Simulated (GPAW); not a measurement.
**HfO2 and the effect of the functional**

```cif
data_structure
_symmetry_space_group_name_H-M 'P 1'
_symmetry_Int_Tables_number 1
_cell_length_a 3.5580
_cell_length_b 3.5580
_cell_length_c 5.1719
_cell_angle_alpha 90.000
_cell_angle_beta 90.000
_cell_angle_gamma 90.000
_cell_volume 65.47
loop_
_atom_site_label
_atom_site_type_symbol
_atom_site_fract_x
_atom_site_fract_y
_atom_site_fract_z
_atom_site_occupancy
Hf1 Hf 0.00000 0.00000 0.00000 1
Hf2 Hf 0.50000 0.50000 0.50000 1
O1 O 0.00000 0.50000 0.19721 1
O2 O 0.50000 0.00000 0.30279 1
O3 O 0.50000 0.00000 0.80279 1
O4 O 0.00000 0.50000 0.69721 1
```

Measurements of this composition are mostly on another form, of space group No. 14.

Kept alike: task band structure; k mesh 5 × 5 × 4; occupations fermi-dirac, width 0.05 eV; no spin polarisation. Program: GPAW, potentials by row: the program's PAW data sets (release 1.2.1) made for this functional (LDA); GPAW PAW data sets (gpaw-data 1.2.1) (PBE, r2SCAN); PAW data sets generated for this functional (PBEsol), cutoff 800 eV. The mesh is that of the run's cell of 6 atoms. No spin-orbit coupling.

| functional | band gap (eV) | pressure (GPa) |
| --- | --- | --- |
| LDA | 4.551 | -5.52 |
| PBE | 4.751 | 10.51 |
| PBEsol | 4.635 | 2.42 |
| r2SCAN | 5.298 | 4.26 |

Pressure is positive in compression; the values hold the error of the finite cutoff, so their zero can differ a little from the energy's minimum. Gaps are the smaller of the mesh's and the band path's.

Task: What does the functional change here?

Result: The band gap runs from 4.551 (LDA) to 5.298 eV (r2SCAN). From PBE: LDA -0.200; PBEsol -0.116; r2SCAN +0.547. The pressure runs from -5.52 (LDA) to 10.51 GPa (PBE). From PBE: LDA -16.03; PBEsol -8.09; r2SCAN -6.25. A positive pressure means that the functional's own cell is larger than the one given, a negative one that it is smaller.
